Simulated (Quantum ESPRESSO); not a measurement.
Nb, 1 atom in the cell. Symmetry: Fm-3m, No. 225, cubic system. Conventional cell: a = 4.230 Å, b = 4.230 Å, c = 4.230 Å, α = 90.00°, β = 90.00°, γ = 90.00°. Nb (site symmetry m-3m) has 12 Nb at 2.99 Å as nearest neighbours. This isn't the form of Nb at room conditions, which is bcc.

- Program: Quantum ESPRESSO 7.5
- Task: Wannier functions
- Functional: PBEsol
- Potentials or basis: GBRV 1.5 PBEsol
- Cutoff: 612 eV
- Density cutoff: 4898 eV
- k mesh: 9 × 9 × 9
- Occupations: fermi-dirac, width 0.05 eV
- Spin: no spin polarisation
- Mixing beta: 0.5
- Most SCF iterations: 120
- SCF threshold: 2e-10 Ry
- k mesh for the Wannier functions: 7 × 7 × 7

Potentials or basis: GBRV 1.5 PBEsol.

Launch:

```sh
$ OMP_NUM_THREADS=1 pw.x -in pw.in > pw.out
$ OMP_NUM_THREADS=1 pw.x -in nscf.in > nscf.out
$ wannier90.x -pp w
$ OMP_NUM_THREADS=1 pw2wannier90.x -in pw2wan.in > pw2wan.out
$ wannier90.x w
$ OMP_NUM_THREADS=1 pw.x -in bands.in > bands.out
```

Hardware: 1 thread of AMD EPYC 7R43 64-Core Processor (Zen 3) (shared host).

Q: Estimate the wall time of this run.

A: Wall time 120 s on 1 thread of AMD EPYC 7R43 64-Core Processor (Zen 3), with other jobs on the host, peak memory 0.1 GiB. Counts: scf iterations 8, k pools 1, bands 12, k points 35, g dense 14649.
